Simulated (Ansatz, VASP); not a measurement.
# Ga: VASP beside Ansatz

```
Ga
1.0
     2.74900   -0.20280    0.07945
    -0.58181    2.81942   -0.15560
    -0.18186   -1.45431    2.57895
Ga
1
Direct
  0.50000 0.00000 0.00000
```

Alike in both runs: functional PBE; k mesh 22 × 22 × 22; occupations gaussian, width 0.1 eV; no spin polarisation.

Ansatz relaxed the structure, and its values are those at the end. VASP's run is a single point on that final structure, the one shown.

|  | VASP | Ansatz |
| --- | --- | --- |
| version | VASP 6.6.1 | Ansatz 0.2.0 |
| potentials or method | VASP PAW PBE potentials, release 64 (Ga_d) | scalar-relativistic, plane waves, PAW |
| plane-wave cutoff (eV) | 520 | 420 |
| valence electrons in the cell | 13 | 13 |

|  | VASP | Ansatz | Ansatz less VASP |
| --- | --- | --- | --- |
| gap on the k mesh at the Fermi level (eV) | none | none | - |
| pressure (GPa) | 0.1 | 0.0 | -0.06 |

A gap of «none» marks a metal or a gap that the smearing closes.
